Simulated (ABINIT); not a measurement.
# Au (Fm-3m) in ABINIT: notebook, part 2 of 2

ABINIT 10.8.3 (patched build). The steps go on from the part before.

## (5) Equation of state, LDA

run.abi

```
ndtset 7
getwfk -1
scalecart1 3*0.9795861087
scalecart2 3*0.9864848297
scalecart3 3*0.9932883884
scalecart4 3*1.0000000000
scalecart5 3*1.0066227096
scalecart6 3*1.0131594038
scalecart7 3*1.0196128224

pp_dirpath "./"
pseudos "Au.LDA_PW-JTH.xml"

acell 5.4384893002 5.4384893002 5.4384893002
rprim
     0.0000000000     0.7071067812     0.7071067812
     0.7071067812     0.0000000000     0.7071067812
     0.7071067812     0.7071067812     0.0000000000
ntypat 1
znucl 79
natom 1
typat 1
xred
     0.0000000000     0.0000000000     0.0000000000

ecut 20.0
pawecutdg 40.0

kptopt 1
ngkpt 11 11 11
nshiftk 1
shiftk 0.0 0.0 0.0

ixc 7

nband 10
occopt 3
tsmear 0.05 eV

nstep 100
tolvrs 1.0e-9

iomode 3
prtwf 1
prtden 0
prteig 0
prtebands 0
```

Potentials or basis: JTH PAW LDA v2.0.

On the command line:

```sh
abinit run.abi > log 2>&1
```

run.abo:

```text
.Version 10.8.3 of ABINIT
 DATASET    1 : space group Fm -3 m (#225); Bravais cF (face-center cubic)
================================================================================
 Values of the parameters that define the memory need for DATASET  1.
     intxc =       0    ionmov =       0      iscf =      17    lmnmax =      18
     lnmax =       6     mgfft =      24  mpssoang =       3    mqgrid =    3001
     natom =       1  nloc_mem =       2    nspden =       1   nspinor =       1
    nsppol =       1      nsym =      48    n1xccc =       1    ntypat =       1
    occopt =       3   xclevel =       1
       mpw =         470          nfft =       13824          nkpt =          56
 PAW method is used; the additional fine FFT grid is defined by:
   mgfftf=        32    nfftf =     32768
================================================================================
================================================================================
[... 71 lines left out ...]
 DATASET    7 : space group Fm -3 m (#225); Bravais cF (face-center cubic)
================================================================================
 Values of the parameters that define the memory need for DATASET  7.
     intxc =       0    ionmov =       0      iscf =      17    lmnmax =      18
     lnmax =       6     mgfft =      24  mpssoang =       3    mqgrid =    3001
     natom =       1  nloc_mem =       2    nspden =       1   nspinor =       1
    nsppol =       1      nsym =      48    n1xccc =       1    ntypat =       1
    occopt =       3   xclevel =       1
       mpw =         532          nfft =       13824          nkpt =          56
 PAW method is used; the additional fine FFT grid is defined by:
   mgfftf=        32    nfftf =     32768
================================================================================
================================================================================

--------------------------------------------------------------------------------
------------- Echo of variables that govern the present computation ------------
--------------------------------------------------------------------------------
 -outvars: echo values of preprocessed input variables --------
            acell      5.4384893002E+00  5.4384893002E+00  5.4384893002E+00 Bohr
              amu      1.96966540E+02
             ecut      2.00000000E+01 Hartree
           getwfk          -1
                       outvar_i_n : Printing only first  50 k-points.
              ixc           7
           jdtset        1    2    3    4    5    6    7
                       outvar_i_n : Printing only first  50 k-points.
         kptrlatt       11    0    0      0   11    0      0    0   11
          kptrlen1     5.86021543E+01
          kptrlen2     5.90148591E+01
          kptrlen3     5.94218710E+01
          kptrlen4     5.98233823E+01
          kptrlen5     6.02195752E+01
          kptrlen6     6.06106223E+01
          kptrlen7     6.09966877E+01
            natom           1
            nband          10
           ndtset           7
            ngfft          24      24      24
          ngfftdg          32      32      32
             nkpt          56
            nstep         100
             nsym          48
           ntypat           1
                       prtocc : prtvol=0, do not print more k-points.
           occopt           3
        pawecutdg      4.00000000E+01 Hartree
           prtden           0
        prtebands           0
           prteig           0
            rprim1     0.0000000000E+00  6.9267198023E-01  6.9267198023E-01
                       6.9267198023E-01  0.0000000000E+00  6.9267198023E-01
                       6.9267198023E-01  6.9267198023E-01  0.0000000000E+00
            rprim2     0.0000000000E+00  6.9755011263E-01  6.9755011263E-01
                       6.9755011263E-01  0.0000000000E+00  6.9755011263E-01
                       6.9755011263E-01  6.9755011263E-01  0.0000000000E+00
            rprim3     0.0000000000E+00  7.0236095512E-01  7.0236095512E-01
                       7.0236095512E-01  0.0000000000E+00  7.0236095512E-01
                       7.0236095512E-01  7.0236095512E-01  0.0000000000E+00
            rprim4     0.0000000000E+00  7.0710678120E-01  7.0710678120E-01
                       7.0710678120E-01  0.0000000000E+00  7.0710678120E-01
                       7.0710678120E-01  7.0710678120E-01  0.0000000000E+00
            rprim5     0.0000000000E+00  7.1178974407E-01  7.1178974407E-01
                       7.1178974407E-01  0.0000000000E+00  7.1178974407E-01
                       7.1178974407E-01  7.1178974407E-01  0.0000000000E+00
            rprim6     0.0000000000E+00  7.1641188486E-01  7.1641188486E-01
                       7.1641188486E-01  0.0000000000E+00  7.1641188486E-01
                       7.1641188486E-01  7.1641188486E-01  0.0000000000E+00
            rprim7     0.0000000000E+00  7.2097514092E-01  7.2097514092E-01
                       7.2097514092E-01  0.0000000000E+00  7.2097514092E-01
                       7.2097514092E-01  7.2097514092E-01  0.0000000000E+00
          spgroup         225
           tolvrs      1.00000000E-09
           tsmear      1.83746611E-03 Hartree
            typat      1
           useylm           1
                       outvars : Printing only first  50 k-points.
            znucl       79.00000

================================================================================

 chkinp: Checking input parameters for consistency, jdtset=   1.

 chkinp: Checking input parameters for consistency, jdtset=   2.
[... 46 lines left out ...]
 getcut: wavevector=  0.0000  0.0000  0.0000  ngfft=  32  32  32
         ecut(hartree)=     40.000   => boxcut(ratio)=   2.10976

--- Pseudopotential description ------------------------------------------------
- pspini: atom type   1  psp file is ./Au.LDA_PW-JTH.xml
 Pseudopotential format is: paw10
 basis_size (lnmax)=  6 (lmn_size= 18), orbitals=   0   0   1   1   2   2
 Spheres core radius: rc_sph= 2.50869560
 Shapefunction is SIN type: shapef(r)=[sin(pi*r/rshp)/(pi*r/rshp)]**2
 Radius for shape functions =  2.26305713
 Compensation charge density is not taken into account in XC energy/potential

   3.74278742E+02                                ecore*ucvol(ha*bohr**3)
--------------------------------------------------------------------------------

[... 1241 lines left out ...]
-Cartesian components of stress tensor (GPa)         [Pressure= -1.1797E+01 GPa]
- sigma(1 1)=  1.17973222E+01  sigma(3 2)=  0.00000000E+00
- sigma(2 2)=  1.17973222E+01  sigma(3 1)=  0.00000000E+00
- sigma(3 3)=  1.17973222E+01  sigma(2 1)=  0.00000000E+00

== END DATASET(S) ==============================================================
================================================================================

 -outvars: echo values of variables after computation  --------
            acell      5.4384893002E+00  5.4384893002E+00  5.4384893002E+00 Bohr
           etotal1    -3.4325448877E+01
           etotal2    -3.4326059719E+01
           etotal3    -3.4326305207E+01
           etotal4    -3.4326231412E+01
           etotal5    -3.4325878780E+01
           etotal6    -3.4325285064E+01
           etotal7    -3.4324479919E+01
            fcart1    -0.0000000000E+00 -0.0000000000E+00 -0.0000000000E+00
            fcart2    -0.0000000000E+00 -0.0000000000E+00 -0.0000000000E+00
            fcart3    -0.0000000000E+00 -0.0000000000E+00 -0.0000000000E+00
            fcart4    -0.0000000000E+00 -0.0000000000E+00 -0.0000000000E+00
            fcart5    -0.0000000000E+00 -0.0000000000E+00 -0.0000000000E+00
            fcart6    -0.0000000000E+00 -0.0000000000E+00 -0.0000000000E+00
            fcart7    -0.0000000000E+00 -0.0000000000E+00 -0.0000000000E+00
            rprim1     0.0000000000E+00  6.9267198023E-01  6.9267198023E-01
                       6.9267198023E-01  0.0000000000E+00  6.9267198023E-01
                       6.9267198023E-01  6.9267198023E-01  0.0000000000E+00
[... 17 lines left out ...]
                       7.2097514092E-01  7.2097514092E-01  0.0000000000E+00
           strten1    -3.4789096181E-04 -3.4789096181E-04 -3.4789096181E-04
                       0.0000000000E+00  0.0000000000E+00  0.0000000000E+00
           strten2    -1.7735886706E-04 -1.7735886706E-04 -1.7735886706E-04
                       0.0000000000E+00  0.0000000000E+00  0.0000000000E+00
           strten3    -2.7659110667E-05 -2.7659110667E-05 -2.7659110667E-05
                       0.0000000000E+00  0.0000000000E+00  0.0000000000E+00
           strten4     1.0289916191E-04  1.0289916191E-04  1.0289916191E-04
                       0.0000000000E+00  0.0000000000E+00  0.0000000000E+00
           strten5     2.1650775766E-04  2.1650775766E-04  2.1650775766E-04
                       0.0000000000E+00  0.0000000000E+00  0.0000000000E+00
           strten6     3.1504916966E-04  3.1504916966E-04  3.1504916966E-04
                       0.0000000000E+00  0.0000000000E+00  0.0000000000E+00
           strten7     4.0098283297E-04  4.0098283297E-04  4.0098283297E-04
                       0.0000000000E+00  0.0000000000E+00  0.0000000000E+00
 Calculation completed.
```

Wall time 77 s (1 thread of Arm Neoverse V1, shared host); peak memory 0.12 GiB.

Results:

* Equilibrium volume: 16.60 Å³/atom
* Bulk modulus: 196 GPa
* Pressure derivative of the bulk modulus: 5.8

Energy against volume, from the lowest point:
```csv
volume (Å³/atom),energy (meV/atom)
15.843,23.30
16.181,6.68
16.518,0.00
16.855,2.01
17.192,11.60
17.529,27.76
17.866,49.67
```

Caveat: pressures at fixed basis lie under the slope of the energies. Spin-orbit coupling is left out, which matters for the levels of Au.

## (6) Band structure, RPBE

run.abi

```
# Datasets: ground state, then fixed potential
ndtset 2

# Pseudopotentials
pp_dirpath "./"
pseudos "Au.GGA_PBE-JTH.xml"

# Structure
acell 3*1.0 Angstrom
rprim
     0.0000000000     2.0350000000     2.0350000000
     2.0350000000     0.0000000000     2.0350000000
     2.0350000000     2.0350000000     0.0000000000
ntypat 1
znucl 79
natom 1
typat 1
xred
     0.0000000000     0.0000000000     0.0000000000

# Plane-wave basis
ecut 25.0
pawecutdg 47.0

# Exchange and correlation
ixc 15

# Bands and occupations
occopt 3
tsmear 0.05 eV

# SCF cycle
nstep 100

# Output
iomode 3
prtwf 0
prteig 0
prtebands 0
enunit 2
prtden1 1

# Dataset 1
kptopt1 1
ngkpt1 11 11 11
nshiftk1 1
shiftk1 0.0 0.0 0.0
nband1 10
tolvrs1 1.0e-9

# Dataset 2: bands along G-X-W-K-G-L-U-W-L-K
iscf2 -2
getden2 1
nband2 14
nbdbuf2 2
tolwfr2 1.0e-12
kptopt2 -9
ndivsm2 5
prteig2 1
prtvol2 -3
kptbounds2
     0.0000000000     0.0000000000     0.0000000000
     0.5000000000     0.0000000000     0.5000000000
     0.5000000000     0.2500000000     0.7500000000
     0.3750000000     0.3750000000     0.7500000000
     0.0000000000     0.0000000000     0.0000000000
     0.5000000000     0.5000000000     0.5000000000
     0.6250000000     0.2500000000     0.6250000000
     0.5000000000     0.2500000000     0.7500000000
     0.5000000000     0.5000000000     0.5000000000
     0.3750000000     0.3750000000     0.7500000000
```

Potentials or basis: JTH PAW PBE v2.0.

On the command line:

```sh
abinit run.abi > log 2>&1
```

Wall time 49 s (1 thread of Arm Neoverse V1, shared host); peak memory 0.12 GiB.

It converged, with:

| Item | Value |
| --- | --- |
| Free energy | -927.9724 eV |
| Pressure | 15.0 GPa |
| Band gap on the k mesh | none (metal or under the smearing width) |
| Valence electrons inside the program's atomic spheres | Au 9.51 (radii [1.3275] Å) |

Levels at the corners of the path, in eV from the Fermi level:
| point | band 2 | band 3 | band 4 | band 5 | band 6 | band 7 | band 8 | band 9 |
| --- | --- | --- | --- | --- | --- | --- | --- | --- |
| Γ | -4.80 | -4.80 | -4.80 | -3.26 | -3.26 | 15.09 | 19.09 | 19.09 |
| X | -6.90 | -2.09 | -1.71 | -1.71 | 0.99 | 5.85 | 10.19 | 10.19 |
| W | -5.27 | -5.27 | -3.41 | -1.71 | 4.82 | 6.34 | 6.34 | 9.46 |
| K | -5.97 | -3.93 | -2.97 | -2.17 | 3.93 | 4.68 | 7.47 | 12.79 |
| Γ | -4.80 | -4.80 | -4.80 | -3.26 | -3.26 | 15.09 | 19.09 | 19.09 |
| L | -4.84 | -4.84 | -2.04 | -2.04 | -1.03 | 3.10 | 14.43 | 17.57 |
| U | -5.97 | -3.93 | -2.97 | -2.17 | 3.93 | 4.68 | 7.47 | 12.79 |
| W | -5.27 | -5.27 | -3.41 | -1.71 | 4.82 | 6.34 | 6.34 | 9.46 |
| L | -4.84 | -4.84 | -2.04 | -2.04 | -1.03 | 3.10 | 14.43 | 17.57 |
| K | -5.97 | -3.93 | -2.97 | -2.17 | 3.93 | 4.68 | 7.47 | 12.79 |

Caveat: so large a pressure means that the cell lies far from this level's equilibrium, or that cutoff or potentials fall short; the potentials were made for another functional, which shifts forces and pressure; spin-orbit coupling is left out, which moves the levels of the heavy elements.

## (7) The runs side by side

| task | level | potentials or basis | cutoff (eV) | fine-grid cutoff | gap on the mesh (eV) | pressure (GPa) | V0 of scaled cells (Å³/atom) | B0 (GPa) |
| --- | --- | --- | --- | --- | --- | --- | --- | --- |
| band structure | rPW86PBE | PseudoDojo NC SR PBE v0.4.1 standard | 1034 | - | none | 21.8 | - | - |
| equation of state | PBE+D3 | JTH PAW PBE v2.0 | 680 | 1278.94 eV | - | - | 17.26 | 153 |
| band structure | PBEsol | PseudoDojo NC SR PBEsol v0.4.1 standard | 1034 | - | none | 1.2 | - | - |
| equation of state | LDA | JTH PAW LDA v2.0 | 544 | 1088.46 eV | - | - | 16.60 | 196 |
| band structure | RPBE | JTH PAW PBE v2.0 | 680 | 1278.94 eV | none | 15.0 | - | - |

Alike in all rows: no spin polarisation; cell as given; k mesh 11 × 11 × 11; smearing fermi-dirac 0.05 eV.

Caveats: spin-orbit coupling is left out, which moves the levels of the heavy elements (some runs); so large a pressure means that the cell lies far from this level's equilibrium, or that cutoff or potentials fall short (some runs); the potentials were made for another functional, which shifts forces and pressure (some runs); pressures at fixed basis lie under the slope of the energies (some runs).

Total energies depend on the potentials used, so only differences within one code and one set of settings carry meaning.

## (8) Comparison with measurements

Step 3. Measured bulk modulus of Au: 167 GPa (quoted in “Exploring toroidal anvil profiles for larger sample volumes above 4 Mbar”, 2024, pmc:11102561). This calculation gives 153 GPa (-8.5 %). The fit is for a static lattice scaled at fixed shape and fixed fractional positions.

Step 5. Measured bulk modulus of Au: 167 GPa (quoted in “Exploring toroidal anvil profiles for larger sample volumes above 4 Mbar”, 2024, pmc:11102561). This calculation gives 196 GPa (+17.4 %). The fit is for a static lattice scaled at fixed shape and fixed fractional positions.
